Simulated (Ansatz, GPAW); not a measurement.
# Geometry or basis: what sets the conductance of benzene-1,4-diamine between two Cu chains, part 2 of 2

Aim: the conductance of benzene-1,4-diamine between two Cu chains after relaxation, and whether geometry, basis or functional moves it most.

GPAW 26.7.0 and Ansatz 0.2.0; Ansatz plane waves; relaxation of the junction with the lead ends held; PAW set soft_1 (the session's first sound run).

So far, transmission at the Fermi level (one spin): step 3 (plane waves, PBE) 0.00413. Also open channels of the lead at the Fermi level (one spin): step 3 1.

### 4. Double-zeta polarised basis

Localised orbitals split the wire into layers that couple to their neighbours alone, which is what the Green's function method needs; double zeta with polarisation is the usual level for numbers.

This step: GPAW LCAO, PAW setups; Landauer transmission from Green's functions with principal layers (ASE), zero bias (GPAW 26.7.0).

File run.py:

```python
import json
import numpy as np
from ase import Atoms
from ase.transport.calculators import TransportCalculator
from gpaw import GPAW, FermiDirac
from gpaw.lcao.tools import get_lcao_hamiltonian
from scipy.linalg import eigh

# The junction with lead layers at both ends, along the third cell vector
device = Atoms(
    ['Cu', 'Cu', 'Cu', 'Cu', 'Cu', 'Cu', 'H', 'H', 'N', 'C', 'H', 'H', 'C', 'C', 'C', 'C', 'H', 'H', 'C', 'N', 'H', 'H', 'Cu', 'Cu', 'Cu', 'Cu', 'Cu', 'Cu'],
    positions=[
        [5.39886, 5.02122, 1.15000],
        [5.39886, 5.02122, 3.45000],
        [5.39886, 5.02122, 5.75000],
        [5.39886, 5.02122, 8.05000],
        [5.29803, 6.08598, 10.15388],
        [5.36731, 5.14208, 12.24387],
        [4.64596, 3.42339, 13.83430],
        [6.28521, 3.51454, 13.83185],
        [5.43291, 4.06044, 13.99255],
        [5.40805, 4.54459, 15.35441],
        [7.55814, 4.69742, 15.52867],
        [3.25152, 4.52575, 15.51002],
        [6.59896, 4.83016, 16.03193],
        [4.19261, 4.73451, 16.02155],
        [6.57545, 5.28628, 17.35018],
        [4.16919, 5.18727, 17.34102],
        [7.51661, 5.49243, 17.86261],
        [3.20995, 5.32182, 17.84363],
        [5.36005, 5.47370, 18.01825],
        [5.33535, 5.95989, 19.37937],
        [6.12390, 6.59492, 19.53741],
        [4.48454, 6.50844, 19.53858],
        [5.39467, 4.88398, 21.13089],
        [5.44194, 3.94008, 23.22191],
        [5.39886, 5.02122, 25.31893],
        [5.39886, 5.02122, 27.61893],
        [5.39886, 5.02122, 29.91893],
        [5.39886, 5.02122, 32.21893]],
    cell=[[10.79771, 0.0, 0.0], [0.0, 10.04244, 0.0], [0.0, 0.0, 33.36893]],
    pbc=True)

# One principal layer of the lead: the first 3 atoms of the device
lead = Atoms(
    ['Cu', 'Cu', 'Cu'],
    positions=[
        [5.39886, 5.02122, 1.15000],
        [5.39886, 5.02122, 3.45000],
        [5.39886, 5.02122, 5.75000]],
    cell=[[10.79771, 0.0, 0.0], [0.0, 10.04244, 0.0], [0.0, 0.0, 6.9]],
    pbc=True)

settings = dict(mode='lcao', basis='dzp', xc='PBE', h=0.18,
                occupations=FermiDirac(0.1), maxiter=250,
                mixer=dict(beta=0.1, nmaxold=8, weight=100.0),
                convergence=dict(density=0.0001))
energies = np.arange(-2, 2 + 1e-9, 0.025)
eta = 0.0001
n1, n2 = 1, 1
# k and -k transmit alike, so half of the mesh across the current serves
mesh = [(i, j) for i in range(n1) for j in range(n2) if (i, j) <= (-i % n1, -j % n2)]
weights = np.array([1 if (i, j) == (-i % n1, -j % n2) else 2 for i, j in mesh]) / (n1 * n2)

# [... helper functions left out ...]
fermi_lead = ground_state(lead, (1, 1, 16), 'lead.txt')
fermi_device = ground_state(device, (1, 1, 3), 'device.txt')
# [... loop over the mesh left out, but for ...]
        # Shift the lead onto the potential of the device's first layer
        shift = ((H[:, 0, 0] - H0[:, 0, 0]) / S0[0, 0]).real.mean()
# [...]
kT = 8.617333e-5 * 300
bias = [0.1, 0.2, 0.5, 1.0, 1.5, 2.0]
# [... integrals and printing left out ...]
```

Launch:

```
OMP_NUM_THREADS=1 OPENBLAS_NUM_THREADS=1 python run.py
```

It took 100 s on 1 thread of Arm Neoverse V2, shared host; peak memory 1.7 GiB.

This step gave:

- conductance: 0.006212 G₀
- largest coupling past the next principal layer: 4.59e-5 eV
- largest misfit of the first principal layer: 0.07447 eV
- shift that aligns the lead: -0.02677 eV
- basis functions of the junction: 324
- basis functions of a principal layer: 45
- transmission at the Fermi level (one spin): 0.006173

One spin. Table of transmission, zone mean by energy, zero at the Fermi level:

energy (eV), transmission, zone mean and a bar:
```
   -2.000      0.456 ##############
   -1.900      0.000 
   -1.825      0.089 ###
   -1.800      0.089 ###
   -1.700      0.044 #
   -1.600      0.025 #
   -1.500      0.019 #
   -1.400      0.007 
   -1.300      0.022 #
   -1.200      0.043 #
   -1.100      0.056 ##
   -1.000      0.035 #
   -0.900      0.033 #
   -0.800      0.006 
   -0.700      0.005 
   -0.600      0.005 
   -0.500      0.005 
   -0.400      0.006 
   -0.300      0.006 
   -0.200      0.008 
   -0.100      0.006 
    0.000      0.006 
    0.100      0.007 
    0.200      0.008 
    0.300      0.009 
    0.400      0.011 
    0.500      0.014 
    0.600      0.018 #
    0.700      0.025 #
    0.800      0.036 #
    0.900      0.059 ##
    1.000      0.101 ###
    1.100      0.209 ######
    1.200      0.519 ################
    1.300      0.996 ##############################
    1.400      0.592 ##################
    1.500      0.266 ########
    1.600      0.137 ####
    1.700      0.076 ##
    1.800      0.041 #
    1.900      0.018 #
    2.000      0.004
```

Not self-consistent under bias; the bias window is split evenly. Table of current through one cell, from the zero-bias transmission by bias:

| bias (V) | current through one cell, from the zero-bias transmission (μA) |
| --- | --- |
| 0.100 | 0.0483 |
| 0.200 | 0.0975 |
| 0.500 | 0.264 |
| 1.000 | 0.582 |
| 1.500 | 1.08 |
| 2.000 | 2.59 |

Transmission of the three most open eigenchannels against energy, zero at the Fermi level:

| energy (eV) | channel 1 | channel 2 | channel 3 |
| --- | --- | --- | --- |
| -2.000 | 0.456 | 0 | 0 |
| -1.800 | 0.0888 | 4.2e-11 | 0 |
| -1.600 | 0.0247 | 1.2e-4 | 3.9e-6 |
| -1.400 | 0.00558 | 0.00148 | 4.9e-5 |
| -1.200 | 0.0429 | 9.3e-5 | 1.4e-6 |
| -1.000 | 0.0350 | 1.5e-4 | 1.6e-6 |
| -0.800 | 0.00592 | 4.8e-6 | 3.1e-6 |
| -0.600 | 0.00503 | 3.5e-6 | 9.4e-7 |
| -0.400 | 0.00558 | 1.1e-7 | 5.4e-8 |
| -0.200 | 0.00821 | 2.4e-8 | 2.4e-9 |
| 0.000 | 0.00617 | 0 | 0 |
| 0.200 | 0.00773 | 0 | 0 |
| 0.400 | 0.0110 | 0 | 0 |
| 0.600 | 0.0181 | 0 | 0 |
| 0.800 | 0.0363 | 0 | 0 |
| 1.000 | 0.101 | 0 | 0 |
| 1.200 | 0.519 | 0 | 0 |
| 1.400 | 0.592 | 0 | 0 |
| 1.600 | 0.137 | 0 | 0 |
| 1.800 | 0.0410 | 0 | 0 |
| 2.000 | 0.00397 | 0 | 0 |

At the Fermi level T is 0.00617 against 0.00413 in plane waves. Couplings past the next layer reach 4.6e-5 eV, small enough to drop; the matrix elements of the cell's first layer differ from the bulk lead's by up to 0.074 eV. That layer keeps its own values in the calculation, and only beyond it is the lead taken as perfect. The Fermi levels of lead and junction count from different zeros of potential, one for each periodic cell; with both set to zero, the small remaining shift is what aligns them. By hand: G = 0.006212 × 77.48 μS = 0.481 μS, a resistance of 2077 kΩ; at 0.1 V a linear junction would pass 0.0481 μA, and the integral over the bias window gives 0.0483 μA.

### 5. Single-zeta polarised basis

One radial function a shell plus polarisation makes the matrices smaller; the question is what that costs.

Changes to run.py since step 4:

```diff
@@ -53,3 +53,3 @@
 
-settings = dict(mode='lcao', basis='dzp', xc='PBE', h=0.18,
+settings = dict(mode='lcao', basis='szp(dzp)', xc='PBE', h=0.18,
                 occupations=FermiDirac(0.1), maxiter=250,
```

The job ended after 88 s (1 thread; peak memory 1.7 GiB).

This step gave:

| Property | Result |
| --- | --- |
| conductance | 0.01525 G₀ |
| largest coupling past the next principal layer | 4.61e-5 eV |
| largest misfit of the first principal layer | 0.06403 eV |
| shift that aligns the lead | -0.02059 eV |
| basis functions of the junction | 212 |
| basis functions of a principal layer | 27 |
| transmission at the Fermi level (one spin) | 0.01494 |

The conductance, 0.0153 G₀, lies 146 % above that of the dzp run.

### 6. GPAW, sz: basis = "sz(dzp)"

One function for each valence shell of the setup, as for a first survey of a large system.

Changes to run.py since step 5:

```diff
@@ -53,3 +53,3 @@
 
-settings = dict(mode='lcao', basis='szp(dzp)', xc='PBE', h=0.18,
+settings = dict(mode='lcao', basis='sz(dzp)', xc='PBE', h=0.18,
                 occupations=FermiDirac(0.1), maxiter=250,
```

Wall time 64 s (1 thread); peak memory 1.6 GiB.

Numbers from this step:

```
conductance                                    : 0.03681 G₀
largest coupling past the next principal layer : 4.64e-5 eV
largest misfit of the first principal layer    : 0.03261 eV
shift that aligns the lead                     : -0.02119 eV
basis functions of the junction                : 112
basis functions of a principal layer           : 18
transmission at the Fermi level (one spin)     : 0.03577
```

The conductance, 0.0368 G₀, lies a factor of 5.9 above that of the dzp run.

### 7. revPBE in the dzp basis: xc = "revPBE"

Back in the dzp basis, the functional changes from PBE to revPBE, to set the spread between functionals beside that between bases.

Changes to run.py since step 6:

```diff
@@ -53,3 +53,3 @@
 
-settings = dict(mode='lcao', basis='sz(dzp)', xc='PBE', h=0.18,
+settings = dict(mode='lcao', basis='dzp', xc='revPBE', h=0.18,
                 occupations=FermiDirac(0.1), maxiter=250,
```

Wall time 99 s (1 thread); peak memory 1.7 GiB.

This step gave:

```
conductance                                    : 0.006129 G₀
largest coupling past the next principal layer : 4.95e-5 eV
largest misfit of the first principal layer    : 0.07851 eV
shift that aligns the lead                     : -0.02882 eV
basis functions of the junction                : 324
basis functions of a principal layer           : 45
transmission at the Fermi level (one spin)     : 0.006089
```

One spin. Table of transmission, zone mean by energy, zero at the Fermi level:

| energy (eV) | transmission, zone mean |
| --- | --- |
| -2.000 | 0.427 |
| -1.900 | 0.00419 |
| -1.825 | 0.0894 |
| -1.800 | 0.0793 |
| -1.700 | 0.0371 |
| -1.600 | 0.0221 |
| -1.500 | 0.0190 |
| -1.400 | 0.0142 |
| -1.300 | 0.0230 |
| -1.200 | 0.0447 |
| -1.100 | 0.0534 |
| -1.000 | 0.0252 |
| -0.900 | 0.0421 |
| -0.800 | 0.00476 |
| -0.700 | 0.00490 |
| -0.600 | 0.00469 |
| -0.500 | 0.00489 |
| -0.400 | 0.00546 |
| -0.300 | 0.00596 |
| -0.200 | 0.00829 |
| -0.100 | 0.00575 |
| 0.000 | 0.00609 |
| 0.100 | 0.00673 |
| 0.200 | 0.00768 |
| 0.300 | 0.00906 |
| 0.400 | 0.0110 |
| 0.500 | 0.0140 |
| 0.600 | 0.0186 |
| 0.700 | 0.0259 |
| 0.800 | 0.0388 |
| 0.900 | 0.0630 |
| 1.000 | 0.117 |
| 1.100 | 0.262 |
| 1.200 | 0.690 |
| 1.275 | 0.995 |
| 1.300 | 0.923 |
| 1.400 | 0.416 |
| 1.500 | 0.192 |
| 1.600 | 0.103 |
| 1.700 | 0.0588 |
| 1.800 | 0.0318 |
| 1.900 | 0.0135 |
| 2.000 | 0.00270 |

The conductance, 0.00613 G₀, lies 1.3 % below that of the dzp run.

### 8. Without the relaxation: geometry = "as built"

The dzp basis with PBE on the structure as first built shows what the relaxation was worth.

Changes to run.py since step 7:

```diff
@@ -16,22 +16,22 @@
         [5.39886, 5.02122, 8.05000],
-        [5.29803, 6.08598, 10.15388],
-        [5.36731, 5.14208, 12.24387],
-        [4.64596, 3.42339, 13.83430],
-        [6.28521, 3.51454, 13.83185],
-        [5.43291, 4.06044, 13.99255],
-        [5.40805, 4.54459, 15.35441],
-        [7.55814, 4.69742, 15.52867],
-        [3.25152, 4.52575, 15.51002],
-        [6.59896, 4.83016, 16.03193],
-        [4.19261, 4.73451, 16.02155],
-        [6.57545, 5.28628, 17.35018],
-        [4.16919, 5.18727, 17.34102],
-        [7.51661, 5.49243, 17.86261],
-        [3.20995, 5.32182, 17.84363],
-        [5.36005, 5.47370, 18.01825],
-        [5.33535, 5.95989, 19.37937],
-        [6.12390, 6.59492, 19.53741],
-        [4.48454, 6.50844, 19.53858],
-        [5.39467, 4.88398, 21.13089],
-        [5.44194, 3.94008, 23.22191],
+        [5.39886, 5.02122, 10.35000],
+        [5.39886, 5.02122, 12.65000],
+        [4.55580, 3.25001, 13.94986],
+        [6.24189, 3.25000, 13.94986],
+        [5.39885, 3.76997, 14.17160],
+        [5.39885, 4.31920, 15.45853],
+        [7.54770, 4.46234, 15.59276],
+        [3.25000, 4.46235, 15.59276],
+        [6.59774, 4.69252, 16.06667],
+        [4.19997, 4.69253, 16.06667],
+        [6.59774, 5.34991, 17.30225],
+        [4.19997, 5.34992, 17.30225],
+        [7.54771, 5.58009, 17.77617],
+        [3.25000, 5.58010, 17.77617],
+        [5.39886, 5.72324, 17.91040],
+        [5.39886, 6.27247, 19.19732],
+        [6.24191, 6.79243, 19.41907],
+        [4.55581, 6.79244, 19.41907],
+        [5.39886, 5.02122, 20.71893],
+        [5.39886, 5.02122, 23.01893],
         [5.39886, 5.02122, 25.31893],
@@ -53,3 +53,3 @@
 
-settings = dict(mode='lcao', basis='dzp', xc='revPBE', h=0.18,
+settings = dict(mode='lcao', basis='dzp', xc='PBE', h=0.18,
                 occupations=FermiDirac(0.1), maxiter=250,
```

It took 90 s on 1 thread; peak memory 1.8 GiB.

This step gave:

```yaml
conductance: 0.07302 G₀
largest_coupling_past_the_next_principal_layer: 4.59e-5 eV
largest_misfit_of_the_first_principal_layer: 0.02642 eV
shift_that_aligns_the_lead: -0.01458 eV
transmission_at_the_fermi_level_one_spin: 0.07152
```

One spin. Table of transmission, zone mean by energy, zero at the Fermi level:

| energy (eV) | transmission, zone mean |
| --- | --- |
| -2.000 | 3.9e-4 |
| -1.800 | 0.324 |
| -1.725 | 0.960 |
| -1.600 | 0.0650 |
| -1.525 | 1.05 |
| -1.400 | 0.151 |
| -1.250 | 0.253 |
| -1.200 | 0.201 |
| -1.000 | 0.152 |
| -0.800 | 0.131 |
| -0.600 | 0.117 |
| -0.400 | 0.115 |
| -0.200 | 0.122 |
| 0.000 | 0.0715 |
| 0.200 | 0.0525 |
| 0.400 | 0.0432 |
| 0.600 | 0.0383 |
| 0.800 | 0.0367 |
| 1.000 | 0.0387 |
| 1.200 | 0.0462 |
| 1.400 | 0.0661 |
| 1.600 | 0.127 |
| 1.800 | 0.448 |
| 1.925 | 0.994 |
| 2.000 | 0.574 |

The conductance, 0.0730 G₀, lies a factor of 12 above that of the dzp run.

### 9. The ladder

Times are wall times on the hardware named with each run. The runs compared:

| no. | run | conductance (G₀) | time | memory (GiB) |
| --- | --- | --- | --- | --- |
| 1 | pw PBE | 0.004141 | 4.7 min | 5.0 |
| 2 | dzp | 0.006212 | 100 s | 1.7 |
| 3 | szp | 0.01525 | 88 s | 1.7 |
| 4 | sz | 0.03681 | 64 s | 1.6 |
| 5 | dzp revPBE | 0.006129 | 99 s | 1.7 |
| 6 | asbuilt | 0.07302 | 90 s | 1.8 |

### 10. Comparison

The curves are compared point by point over the common energies.

This step: comparison of transmission and cost over codes, levels and geometry; PAW set soft_1 (GPAW 26.7.0).

Ladder, by row:

| step | code | T at the Fermi level (sum over the listed spins) | conductance (G0) | r.m.s. T(E) from the first | wall time (s) | peak memory (GiB) | threads |
| --- | --- | --- | --- | --- | --- | --- | --- |
| pw-pbe | Ansatz | 0.004126 | 0.004141 | 0 | 280.8 | 4.952 | 4 |
| dzp | GPAW | 0.006173 | 0.006212 | 0.2233 | 99.63 | 1.74 | 1 |
| szp | GPAW | 0.01494 | 0.01525 | 0.241 | 87.92 | 1.72 | 1 |
| sz | GPAW | 0.03577 | 0.03681 | 0.2641 | 63.77 | 1.64 | 1 |
| dzp-revPBE | GPAW | 0.006089 | 0.006129 | 0.2285 | 98.56 | 1.74 | 1 |
| asbuilt | GPAW | 0.07152 | 0.07302 | 0.2645 | 90.41 | 1.75 | 1 |

The transmission, zone mean, sum over the listed spins by energy, zero at the Fermi level:

| energy (eV) | pw-pbe | dzp | szp | sz | dzp-revPBE | asbuilt |
| --- | --- | --- | --- | --- | --- | --- |
| -2.000 | 7.5e-4 | 0.456 | 0.0956 | 0.113 | 0.427 | 3.9e-4 |
| -1.800 | 0.0345 | 0.0888 | 0.0188 | 1.3e-4 | 0.0793 | 0.324 |
| -1.600 | 0.0354 | 0.0248 | 0.00598 | 0.0327 | 0.0221 | 0.0650 |
| -1.425 | 0.182 | 0.0134 | 0.0138 | 0.0131 | 0.00687 | 0.144 |
| -1.400 | 0.113 | 0.00712 | 0.0139 | 0.0135 | 0.0142 | 0.151 |
| -1.200 | 0.0483 | 0.0430 | 0.0342 | 0.0261 | 0.0447 | 0.201 |
| -1.025 | 0.318 | 0.0452 | 0.0386 | 0.0920 | 0.0358 | 0.156 |
| -1.000 | 0.0656 | 0.0352 | 0.0123 | 0.171 | 0.0252 | 0.152 |
| -0.925 | 0.00953 | 0.0164 | 0.220 | 0.258 | 0.0291 | 0.142 |
| -0.900 | 0.00844 | 0.0328 | 0.243 | 0.227 | 0.0421 | 0.139 |
| -0.800 | 0.0206 | 0.00593 | 0.0760 | 0.0282 | 0.00476 | 0.131 |
| -0.600 | 0.00513 | 0.00503 | 0.0128 | 0.00683 | 0.00469 | 0.117 |
| -0.400 | 0.00460 | 0.00558 | 0.00677 | 0.0105 | 0.00546 | 0.115 |
| -0.200 | 0.00498 | 0.00821 | 0.0123 | 0.0247 | 0.00829 | 0.122 |
| 0.000 | 0.00413 | 0.00617 | 0.0149 | 0.0358 | 0.00609 | 0.0715 |
| 0.200 | 0.00423 | 0.00773 | 0.0307 | 0.0827 | 0.00768 | 0.0525 |
| 0.400 | 0.00486 | 0.0110 | 0.106 | 0.342 | 0.0110 | 0.0432 |
| 0.550 | 0.00584 | 0.0157 | 0.561 | 0.997 | 0.0160 | 0.0392 |
| 0.600 | 0.00630 | 0.0181 | 0.949 | 0.823 | 0.0186 | 0.0383 |
| 0.625 | 0.00657 | 0.0195 | 0.987 | 0.683 | 0.0201 | 0.0379 |
| 0.800 | 0.00941 | 0.0363 | 0.163 | 0.182 | 0.0388 | 0.0367 |
| 1.000 | 0.0168 | 0.101 | 0.0485 | 0.0741 | 0.117 | 0.0387 |
| 1.200 | 0.0395 | 0.519 | 0.0254 | 0.0437 | 0.690 | 0.0462 |
| 1.300 | 0.0726 | 0.996 | 0.0204 | 0.0364 | 0.923 | 0.0538 |
| 1.400 | 0.167 | 0.592 | 0.0173 | 0.0315 | 0.416 | 0.0661 |
| 1.575 | 0.981 | 0.160 | 0.0138 | 0.0260 | 0.119 | 0.114 |
| 1.600 | 0.802 | 0.137 | 0.0135 | 0.0254 | 0.103 | 0.127 |
| 1.800 | 0.0520 | 0.0410 | 0.0111 | 0.0217 | 0.0318 | 0.448 |
| 2.000 | 0.00861 | 0.00397 | 0.00861 | 0.0184 | 0.00270 | 0.574 |

### 11. Mixing 0.25, broadening 0.05

Mixing changes the road to self-consistency, not its end. The mixing history changes the road to self-consistency, not its end. The broadening keeps the Green's functions finite; too large a value absorbs electrons where channels are open and leaks them where none are.

This step: GPAW LCAO, PAW setups; Landauer transmission from Green's functions with principal layers (ASE), zero bias (GPAW 26.7.0).

Changes to run.py since step 8:

```diff
@@ -16,22 +16,22 @@
         [5.39886, 5.02122, 8.05000],
-        [5.39886, 5.02122, 10.35000],
-        [5.39886, 5.02122, 12.65000],
-        [4.55580, 3.25001, 13.94986],
-        [6.24189, 3.25000, 13.94986],
-        [5.39885, 3.76997, 14.17160],
-        [5.39885, 4.31920, 15.45853],
-        [7.54770, 4.46234, 15.59276],
-        [3.25000, 4.46235, 15.59276],
-        [6.59774, 4.69252, 16.06667],
-        [4.19997, 4.69253, 16.06667],
-        [6.59774, 5.34991, 17.30225],
-        [4.19997, 5.34992, 17.30225],
-        [7.54771, 5.58009, 17.77617],
-        [3.25000, 5.58010, 17.77617],
-        [5.39886, 5.72324, 17.91040],
-        [5.39886, 6.27247, 19.19732],
-        [6.24191, 6.79243, 19.41907],
-        [4.55581, 6.79244, 19.41907],
-        [5.39886, 5.02122, 20.71893],
-        [5.39886, 5.02122, 23.01893],
+        [5.29803, 6.08598, 10.15388],
+        [5.36731, 5.14208, 12.24387],
+        [4.64596, 3.42339, 13.83430],
+        [6.28521, 3.51454, 13.83185],
+        [5.43291, 4.06044, 13.99255],
+        [5.40805, 4.54459, 15.35441],
+        [7.55814, 4.69742, 15.52867],
+        [3.25152, 4.52575, 15.51002],
+        [6.59896, 4.83016, 16.03193],
+        [4.19261, 4.73451, 16.02155],
+        [6.57545, 5.28628, 17.35018],
+        [4.16919, 5.18727, 17.34102],
+        [7.51661, 5.49243, 17.86261],
+        [3.20995, 5.32182, 17.84363],
+        [5.36005, 5.47370, 18.01825],
+        [5.33535, 5.95989, 19.37937],
+        [6.12390, 6.59492, 19.53741],
+        [4.48454, 6.50844, 19.53858],
+        [5.39467, 4.88398, 21.13089],
+        [5.44194, 3.94008, 23.22191],
         [5.39886, 5.02122, 25.31893],
@@ -55,6 +55,6 @@
                 occupations=FermiDirac(0.1), maxiter=250,
-                mixer=dict(beta=0.1, nmaxold=8, weight=100.0),
+                mixer=dict(beta=0.25, nmaxold=3, weight=100.0),
                 convergence=dict(density=0.0001))
 energies = np.arange(-2, 2 + 1e-9, 0.025)
-eta = 0.0001
+eta = 0.05
 n1, n2 = 1, 1
```

It took 3.2 min on 1 thread; peak memory 1.5 GiB.

The run finished with changed settings (beta = 0.25, nmaxold = 3 and eta = 0.05); it serves as a test.

Side by side:

| quantity | this run | sound run | difference |
| --- | --- | --- | --- |
| conductance (G₀) | 0.0037225 | 0.0062123 | -0.00249 |
| largest coupling past the next principal layer (eV) | 4.594e-5 | 4.594e-5 | 6.7e-10 |
| largest misfit of the first principal layer (eV) | 0.074809 | 0.074469 | 3.4e-4 |
| shift that aligns the lead (eV) | -0.026449 | -0.026770 | 3.2e-4 |
| transmission at the Fermi level (one spin) | 0.0037095 | 0.0061734 | -0.00246 |

One result that differs is the conductance, 0.00372 G₀ against 0.00621 G₀.

### 12. Outcome

```json
{
  "conductance": "0.00621 G₀",
  "transmission at the Fermi level, mean of the spins": "0.00617"
}
```

What this shows: In the dzp basis the junction conducts 0.00621 G₀ at 300 K, with T = 0.00617 a spin at the Fermi level; no smaller basis tried comes within 10 % of that conductance. Relaxation moved atoms by up to 1.1 Å and took the conductance from 0.0730 to 0.00621 G₀, as a ratio a larger change than the step from dzp to the minimal basis. Plane waves (PBE) give T = 0.00413 there. The junction is in the tunnelling regime at the Fermi level. Measured against the first run (pw-pbe), the nearest curve is that of dzp (r.m.s. 0.22) and the farthest that of asbuilt (0.26). Over the compared runs wall time goes from 64 s (sz) to 281 s (pw-pbe), on a shared host; the plane-wave run used 4 threads and the orbital runs 1. The leads kept an estimated spacing and the cell its length, so the junction may be under some tension or compression. Semilocal functionals put molecular levels too near the Fermi level, so such conductances usually come out too high, and chain electrodes have a sharper density of states than real ones. An evenly spaced straight chain is an idealisation: free chains tend to dimerise, zigzag or, where a band edge lies near the Fermi level, turn magnetic. The currents use the zero-bias T(E) throughout, which holds only while the bias is small against the distance to the nearest feature. The thermopower isn't quoted: it samples T(E) farther from the Fermi level than the conductance does, and the energy grid wasn't tested for it.

[Logs are printed without paths, hosts, clocks, repeated set-up lines and the standing remarks that a program may print on its own settings, such as how far it seeks lower states.]

[Hosts, paths, dates, database ids (printed as entryN), source tags and the programs' standing remarks are cut or masked in the printed files.]
